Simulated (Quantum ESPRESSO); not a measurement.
# TiSe (P6_3/mmc) in Quantum ESPRESSO: phonons with LDA

Aim: the phonons of TiSe with LDA.

Everything below comes from runs of Quantum ESPRESSO 7.5. Logs are shortened: lines on timing, memory, paths and dates and some standing lists are left out, and cuts for length are marked.

## Step 1: The structure

The structure is hexagonal, space group P6_3/mmc (No. 194). The conventional cell has a = 3.559 Å, b = 3.559 Å, c = 6.220 Å, α = 90.00°, β = 90.00°, γ = 120.00°. Se (site symmetry -6m2) is surrounded by 6 Ti at 2.58 Å. Ti (site symmetry -3m) is surrounded by 6 Se at 2.58 Å.

## Step 2: Phonons, LDA

Input file pw.in:

```
&CONTROL
  calculation = 'scf'
  prefix = 'pwscf'
  outdir = './tmp'
  pseudo_dir = './pseudo'
  tprnfor = .true.
  tstress = .true.
  disk_io = 'low'
/
&SYSTEM
  ibrav = 0
  celldm(1) = 8
  nat = 4
  ntyp = 2
  ecutwfc = 45
  ecutrho = 360
  nbnd = 26
  occupations = 'smearing'
  smearing = 'mv'
  degauss = 0.01469973
/
&ELECTRONS
  conv_thr = 8d-10
  electron_maxstep = 120
  mixing_beta = 0.5
/
ATOMIC_SPECIES
Se    78.9710 se_lda_v1.uspp.F.UPF
Ti    47.8670 ti_lda_v1.4.uspp.F.UPF
CELL_PARAMETERS alat
  0.8406919096929   0.0000000000000   0.0000000000000
 -0.4203459548464   0.7280605505575   0.0000000000000
  0.0000000000000   0.0000000000000   1.4692620618965
ATOMIC_POSITIONS crystal
Se     0.6666666667    0.3333333333    0.7500000000
Se     0.3333333333    0.6666666667    0.2500000000
Ti     0.0000000000    0.0000000000    0.5000000000
Ti     0.0000000000    0.0000000000    0.0000000000
K_POINTS automatic
8 8 4 0 0 0
```

Input file relax.in:

```
&CONTROL
  calculation = 'vc-relax'
  prefix = 'pwscf'
  outdir = './tmp'
  pseudo_dir = './pseudo'
  tprnfor = .true.
  tstress = .true.
  disk_io = 'low'
  nstep = 40
  forc_conv_thr = 0.0001
  etot_conv_thr = 1d-06
/
&SYSTEM
  ibrav = 0
  celldm(1) = 8
  nat = 4
  ntyp = 2
  ecutwfc = 45
  ecutrho = 360
  nbnd = 26
  occupations = 'smearing'
  smearing = 'mv'
  degauss = 0.01469973
/
&ELECTRONS
  conv_thr = 8d-10
  electron_maxstep = 120
  mixing_beta = 0.5
/
&IONS
  ion_dynamics = 'bfgs'
/
&CELL
  cell_dynamics = 'bfgs'
  press = 0
  press_conv_thr = 0.2
/
ATOMIC_SPECIES
Se    78.9710 se_lda_v1.uspp.F.UPF
Ti    47.8670 ti_lda_v1.4.uspp.F.UPF
CELL_PARAMETERS alat
  0.8406919096929   0.0000000000000   0.0000000000000
 -0.4203459548464   0.7280605505575   0.0000000000000
  0.0000000000000   0.0000000000000   1.4692620618965
ATOMIC_POSITIONS crystal
Se     0.6666666667    0.3333333333    0.7500000000
Se     0.3333333333    0.6666666667    0.2500000000
Ti     0.0000000000    0.0000000000    0.5000000000
Ti     0.0000000000    0.0000000000    0.0000000000
K_POINTS automatic
8 8 4 0 0 0
```

Input file scf2.in:

```
&CONTROL
  calculation = 'scf'
  prefix = 'pwscf'
  outdir = './tmp'
  pseudo_dir = './pseudo'
  tprnfor = .true.
  tstress = .true.
  disk_io = 'low'
/
&SYSTEM
  ibrav = 0
  celldm(1) = 8
  nat = 4
  ntyp = 2
  ecutwfc = 45
  ecutrho = 360
  nbnd = 26
  occupations = 'smearing'
  smearing = 'mv'
  degauss = 0.01469973
/
&ELECTRONS
  conv_thr = 1d-13
  electron_maxstep = 120
  mixing_beta = 0.5
  startingpot = 'file'
  startingwfc = 'file'
/
ATOMIC_SPECIES
Se    78.9710 se_lda_v1.uspp.F.UPF
Ti    47.8670 ti_lda_v1.4.uspp.F.UPF
CELL_PARAMETERS alat
  0.7868956743337  -0.0000000000068   0.0000000000000
 -0.3934478371609   0.6814716441045   0.0000000000000
  0.0000000000000   0.0000000000000   1.5798123262875
ATOMIC_POSITIONS crystal
Se     0.6666666666    0.3333333332    0.7500000000
Se     0.3333333332    0.6666666666    0.2500000000
Ti    -0.0000000001   -0.0000000001    0.5000000000
Ti    -0.0000000001   -0.0000000001    0.0000000000
K_POINTS automatic
8 8 4 0 0 0
```

Input file ph.in:

```
phonons of TiSe
&INPUTPH
  prefix = 'pwscf'
  outdir = './tmp'
  tr2_ph = 1d-18
  fildyn = 'dyn'
  niter_ph = 90
  alpha_mix(1) = 0.4
/
0.0000000000 0.0000000000 0.0000000000
```

Input file dynmat.in:

```
&INPUT
  fildyn = 'dyn'
  asr = 'crystal'
  filout = 'dynmat.disp'
  fileig = 'dynmat.eig'
/
```

Potentials or basis: GBRV 1.5 LDA.

Command:

```console
OMP_NUM_THREADS=1 pw.x -in pw.in > pw.out
OMP_NUM_THREADS=1 pw.x -in relax.in > relax.out
OMP_NUM_THREADS=1 pw.x -in scf2.in > scf2.out
OMP_NUM_THREADS=1 ph.x -in ph.in > ph.out
OMP_NUM_THREADS=1 dynmat.x -in dynmat.in > dynmat.out
```

pw.out:

```text
This program is part of the open-source Quantum ESPRESSO suite
     for quantum simulation of materials; please cite
[... 9 lines left out ...]
     --------------------
     sticks:   dense  smooth     PW     G-vecs:    dense   smooth      PW
     Sum        1135     559    163                53117    18753    3069

     Using Slab Decomposition

     bravais-lattice index     =            0
     lattice parameter (alat)  =       8.0000  a.u.
     unit-cell volume          =     460.4406 (a.u.)^3
     number of atoms/cell      =            4
     number of atomic types    =            2
     number of electrons       =        36.00
     number of Kohn-Sham states=           26
     kinetic-energy cutoff     =      45.0000  Ry
     charge density cutoff     =     360.0000  Ry
     scf convergence threshold =      8.0E-10
     mixing beta               =       0.5000
     number of iterations used =            8  plain     mixing
     Exchange-correlation=  SLA  PZ   NOGX NOGC
                           (   1   1   0   0   0   0   0)

     celldm(1)=   8.000000  celldm(2)=   0.000000  celldm(3)=   0.000000
     celldm(4)=   0.000000  celldm(5)=   0.000000  celldm(6)=   0.000000

     crystal axes: (cart. coord. in units of alat)
               a(1) = (   0.840692   0.000000   0.000000 )
               a(2) = (  -0.420346   0.728061   0.000000 )
               a(3) = (   0.000000   0.000000   1.469262 )

     reciprocal axes: (cart. coord. in units 2 pi/alat)
               b(1) = (  1.189496  0.686756 -0.000000 )
               b(2) = (  0.000000  1.373512  0.000000 )
               b(3) = (  0.000000 -0.000000  0.680614 )

     PseudoPot. # 1 for Se read from file:
     se_lda_v1.uspp.F.UPF
     Pseudo is Ultrasoft + core correction, Zval =  6.0
     Generated by new atomic code, or converted to UPF format
     Using radial grid of  877 points,  6 beta functions with:
                l(1) =   0
                l(2) =   0
                l(3) =   1
                l(4) =   1
                l(5) =   2
                l(6) =   2
     Q(r) pseudized with  8 coefficients,  rinner =    1.300   1.300   1.300
                                                       1.300   1.300

     PseudoPot. # 2 for Ti read from file:
     ti_lda_v1.4.uspp.F.UPF
     Pseudo is Ultrasoft + core correction, Zval = 12.0
     Generated by new atomic code, or converted to UPF format
     Using radial grid of  851 points,  6 beta functions with:
                l(1) =   0
                l(2) =   0
                l(3) =   1
                l(4) =   1
                l(5) =   2
                l(6) =   2
     Q(r) pseudized with  6 coefficients,  rinner =    1.000   1.000   1.000
                                                       1.000   1.000

     atomic species   valence    mass     pseudopotential
     Se                6.00    78.97100     Se( 1.00)
     Ti               12.00    47.86700     Ti( 1.00)

     24 Sym. Ops., with inversion, found (12 have fractional translation)

   Cartesian axes

     site n.     atom                  positions (alat units)
         1        Se     tau(   1) = (   0.4203460   0.2426869   1.1019465  )
         2        Se     tau(   2) = (  -0.0000000   0.4853737   0.3673155  )
         3        Ti     tau(   3) = (   0.0000000   0.0000000   0.7346310  )
         4        Ti     tau(   4) = (   0.0000000   0.0000000   0.0000000  )

     number of k points=    30  Marzari-Vanderbilt smearing, width (Ry)=  0.0147
                       cart. coord. in units 2pi/alat
        k(    1) = (   0.0000000   0.0000000   0.0000000), wk =   0.0078125
        k(    2) = (   0.0000000   0.0000000   0.1701534), wk =   0.0156250
        k(    3) = (   0.0000000   0.0000000  -0.3403069), wk =   0.0078125
        k(    4) = (   0.0000000   0.1716890   0.0000000), wk =   0.0468750
        k(    5) = (   0.0000000   0.1716890   0.1701534), wk =   0.0937500
        k(    6) = (   0.0000000   0.1716890  -0.3403069), wk =   0.0468750
[... 22 lines left out ...]
        k(   29) = (   0.2973741   0.6867561   0.1701534), wk =   0.0937500
        k(   30) = (   0.2973741   0.6867561  -0.3403069), wk =   0.0468750

     Dense  grid:    53117 G-vectors     FFT dimensions: (  45,  45,  72)

     Smooth grid:    18753 G-vectors     FFT dimensions: (  30,  30,  54)

     Check: negative core charge=   -0.000006

     Initial potential from superposition of free atoms

     starting charge      33.9998, renormalised to      36.0000

     negative rho (up, down):  1.197E-03 0.000E+00
     Starting wfcs are   28 randomized atomic wfcs

     Self-consistent Calculation

     iteration #  1     ecut=    45.00 Ry     beta= 0.50
     Davidson diagonalization with overlap
     ethr =  1.00E-02,  avg # of iterations =  3.1

     Threshold (ethr) on eigenvalues was too large:
     Diagonalizing with lowered threshold

     Davidson diagonalization with overlap
     ethr =  6.96E-04,  avg # of iterations =  1.8

     negative rho (up, down):  1.096E-03 0.000E+00

     total energy              =    -325.12745713 Ry
     estimated scf accuracy    <       0.27071657 Ry

     iteration #  2     ecut=    45.00 Ry     beta= 0.50
     Davidson diagonalization with overlap
     ethr =  7.52E-04,  avg # of iterations =  3.9

     negative rho (up, down):  9.402E-04 0.000E+00

     total energy              =    -325.17165444 Ry
     estimated scf accuracy    <       0.13702262 Ry

     iteration #  3     ecut=    45.00 Ry     beta= 0.50
     Davidson diagonalization with overlap
     ethr =  3.81E-04,  avg # of iterations =  2.6
[... 42 lines left out ...]
     iteration #  8     ecut=    45.00 Ry     beta= 0.50
     Davidson diagonalization with overlap
     ethr =  1.22E-09,  avg # of iterations =  2.0

     negative rho (up, down):  7.592E-04 0.000E+00

     total energy              =    -325.20411645 Ry
     estimated scf accuracy    <          3.9E-09 Ry

     iteration #  9     ecut=    45.00 Ry     beta= 0.50
     Davidson diagonalization with overlap
     ethr =  1.08E-11,  avg # of iterations =  7.2

     negative rho (up, down):  7.592E-04 0.000E+00

     End of self-consistent calculation

          k = 0.0000 0.0000 0.0000 (  2323 PWs)   bands (ev):

   -44.0642 -44.0426 -20.7628 -20.6713 -20.6713 -20.6462 -20.6462 -20.5203
    -3.1235  -1.7298   5.1341   8.5236   8.5236  10.4351  10.8294  11.0832
    11.0832  12.2610  12.2610  12.2790  12.2790  13.8811  13.8811  15.0569
    16.0286  16.7001

          k = 0.0000 0.0000 0.1702 (  2335 PWs)   bands (ev):

   -44.0611 -44.0458 -20.7279 -20.6676 -20.6676 -20.6499 -20.6499 -20.5564
    -2.9572  -1.9865   5.7067   8.7310   8.7310   8.9737  10.2740  10.2740
    11.7644  12.4154  12.4154  12.9886  12.9886  13.9294  13.9294  14.1097
    16.2303  16.2303

          k = 0.0000 0.0000-0.3403 (  2330 PWs)   bands (ev):

   -44.0534 -44.0534 -20.6588 -20.6588 -20.6588 -20.6588 -20.6428 -20.6428
    -2.5141  -2.5141   7.1511   7.1511   9.3368   9.3368   9.3368   9.3368
    12.8109  12.8109  12.8109  12.8109  12.8418  12.8418  15.0599  15.0599
    15.0599  15.0599
[... 52 lines left out ...]
   -44.0541 -44.0392 -20.7544 -20.7261 -20.7030 -20.6871 -20.6670 -20.5431
    -1.8780  -1.5859   5.9563   6.4378   7.7164   8.3304   8.4879   9.2519
    11.0900  12.3222  13.3487  13.7446  13.8022  14.2417  14.3508  14.9574
    15.8764  16.0265

          k = 0.0000 0.5151-0.3403 (  2350 PWs)   bands (ev):

   -44.0467 -44.0467 -20.7402 -20.7402 -20.6771 -20.6771 -20.6236 -20.6236
    -1.7313  -1.7313   6.0678   6.0678   8.2347   8.2347   8.8396   8.8396
    11.7037  11.7037  13.5340  13.5340  13.9447  13.9447  15.0526  15.0526
    15.3099  15.3099

          k = 0.0000-0.6868 0.0000 (  2340 PWs)   bands (ev):

   -44.0560 -44.0350 -20.7755 -20.7325 -20.7311 -20.6946 -20.6657 -20.5075
    -1.6762  -1.4802   5.3663   6.9615   7.4822   7.8671   8.2668   9.3846
    10.6874  12.4266  13.3858  13.7978  13.9836  14.1237  14.6066  14.9848
    16.2357  16.8085

          k = 0.0000-0.6868 0.1702 (  2356 PWs)   bands (ev):

   -44.0530 -44.0381 -20.7690 -20.7387 -20.6990 -20.6904 -20.6699 -20.5408
    -1.6443  -1.5056   5.4556   6.3581   7.9822   7.9849   8.3993   9.1761
    10.9834  12.2576  13.7281  13.8367  14.0299  14.1098  14.4096  15.1625
    15.6729  15.9638

          k = 0.0000-0.6868-0.3403 (  2360 PWs)   bands (ev):

   -44.0455 -44.0455 -20.7538 -20.7538 -20.6802 -20.6802 -20.6205 -20.6205
    -1.5717  -1.5717   5.7689   5.7689   8.1687   8.1687   8.7527   8.7527
    11.6828  11.6828  13.9243  13.9243  14.1446  14.1446  14.7494  14.7494
    15.6227  15.6227

          k = 0.1487 0.2575 0.0000 (  2355 PWs)   bands (ev):

   -44.0610 -44.0396 -20.7506 -20.7110 -20.6822 -20.6792 -20.6554 -20.5152
    -2.6329  -1.6403   5.8312   7.7828   8.1570   8.5956   9.1315   9.5554
    11.2394  12.7663  12.9862  13.2233  13.2550  13.7678  14.6990  15.0198
    15.5107  15.5213

          k = 0.1487 0.2575 0.1702 (  2345 PWs)   bands (ev):

   -44.0579 -44.0427 -20.7171 -20.7064 -20.6835 -20.6783 -20.6593 -20.5502
    -2.5055  -1.8081   6.1323   7.7414   8.0202   8.6096   9.0819   9.3943
    11.7342  12.4202  12.7155  13.1901  13.4961  14.2158  14.2305  14.5937
    15.2421  15.7620
[... 80 lines left out ...]
   -44.0521 -44.0373 -20.7500 -20.7234 -20.7209 -20.6980 -20.6962 -20.5392
    -1.4846  -1.4575   6.0687   6.5465   7.1079   7.8618   7.9570   8.0595
    12.3828  12.5876  13.1963  13.5949  13.8477  14.0894  14.3395  14.9021
    15.7691  15.9510

          k = 0.2974 0.6868-0.3403 (  2358 PWs)   bands (ev):

   -44.0447 -44.0447 -20.7362 -20.7362 -20.7099 -20.7099 -20.6183 -20.6183
    -1.4695  -1.4695   6.2926   6.2926   7.4170   7.4170   8.1006   8.1006
    12.3305  12.3305  13.5820  13.5820  13.9851  13.9851  14.3921  14.3921
    16.4908  16.4908

     the Fermi energy is    12.7025 ev

!    total energy              =    -325.20411646 Ry
     estimated scf accuracy    <          4.1E-10 Ry
     smearing contrib. (-TS)   =       0.00085533 Ry
     internal energy E=F+TS    =    -325.20497179 Ry

     The total energy is F=E-TS. E is the sum of the following terms:
     one-electron contribution =     -90.54803922 Ry
     hartree contribution      =      60.79248962 Ry
     xc contribution           =     -94.80912760 Ry
     ewald contribution        =    -200.64029459 Ry

     convergence has been achieved in   9 iterations

     negative rho (up, down):  7.592E-04 0.000E+00

     Forces acting on atoms (cartesian axes, Ry/au):

     atom    1 type  1   force =     0.00000000   -0.00000000    0.00000000
     atom    2 type  1   force =    -0.00000000    0.00000000   -0.00000000
     atom    3 type  2   force =    -0.00000000   -0.00000000    0.00000000
     atom    4 type  2   force =    -0.00000000   -0.00000000   -0.00000000

     Total force =     0.000000     Total SCF correction =     0.000000

     Computing stress (Cartesian axis) and pressure

     negative rho (up, down):  7.592E-04 0.000E+00
          total   stress  (Ry/bohr**3)                   (kbar)     P=      -40.38
  -0.00046805   0.00000000   0.00000000          -68.85        0.00        0.00
   0.00000000  -0.00046805  -0.00000000            0.00      -68.85       -0.00
  -0.00000000  -0.00000000   0.00011254           -0.00       -0.00       16.56

=------------------------------------------------------------------------------=
   JOB DONE.
=------------------------------------------------------------------------------=
```

It took 34 min on 1 thread of Arm Neoverse V1, shared host; peak memory 0.25 GiB.

What came out:

```
Free energy                            : -4424.9084 eV
Relaxed volume                         : 16.07 Å³/atom
Relaxed cell                           : a = 3.331 Å, b = 3.331 Å, c = 6.688 Å, α = 90.00°, β = 90.00°, γ = 120.00°
Space group after relaxing (to 0.05 Å) : P6_3/mmc (No. 194)
Pressure after relaxing                : 0.0 GPa
Band gap on the k mesh                 : none (metal or under the smearing width)
Highest phonon frequency at Γ          : 270 cm⁻¹
```

Step by step:
```csv
step,energy change (eV),largest force (eV/Å),pressure (GPa),volume (Å³)
1,0.0000,0.0000,-4.04,68.23
2,-0.0623,0.0000,-1.94,66.83
3,-0.1238,0.0000,-0.15,65.63
4,-0.2032,0.0000,2.00,64.15
5,-0.2569,0.0000,4.14,62.60
6,-0.2712,0.0000,2.47,63.27
7,-0.2772,0.0000,1.52,63.64
8,-0.2808,0.0000,0.04,64.26
9,-0.2808,0.0000,0.00,64.27
10,-0.2808,0.0000,0.00,64.28
```

Final structure:
```cif
data_structure
_symmetry_space_group_name_H-M 'P 1'
_symmetry_Int_Tables_number 1
_cell_length_a 3.3313
_cell_length_b 3.3313
_cell_length_c 6.6880
_cell_angle_alpha 90.000
_cell_angle_beta 90.000
_cell_angle_gamma 120.000
_cell_volume 64.28
loop_
_atom_site_label
_atom_site_type_symbol
_atom_site_fract_x
_atom_site_fract_y
_atom_site_fract_z
_atom_site_occupancy
Se1 Se 0.66667 0.33333 0.75000 1
Se2 Se 0.33333 0.66667 0.25000 1
Ti1 Ti 0.00000 0.00000 0.50000 1
Ti2 Ti 0.00000 0.00000 0.00000 1
```

Levels at points of the mesh, in eV from the Fermi level:
```tsv
k point	band 16	band 17	band 18	band 19	band 20	band 21
(0.00, 0.00, 0.00)	-0.72	-0.72	-0.23	-0.23	0.03	0.03
(0.00, 0.00, -0.50)	-2.52	-0.07	-0.07	0.41	0.41	0.41
(0.00, -0.50, 0.00)	-2.54	-1.97	-1.00	0.60	1.74	1.87
(0.00, -0.50, -0.50)	-3.42	-1.30	-1.30	1.70	1.70	1.80
```

Phonon frequencies in cm⁻¹ (negative: imaginary):
```
              q point                                   frequencies
(0.000, 0.000, 0.000)  -6 -6 -6 180 180 225 242 242 255 255 270 270
```

Optical modes at Γ, degenerate ones joined:
```csv
cm⁻¹,components,symmetry,active in
180,2,E2g,Raman
225,1,B1g,silent
242,2,E2u,silent
255,2,E1u,IR
270,1,A2u,IR
270,1,B2u,silent
```

Caveat: the mesh is thin for the phonons of a metal.
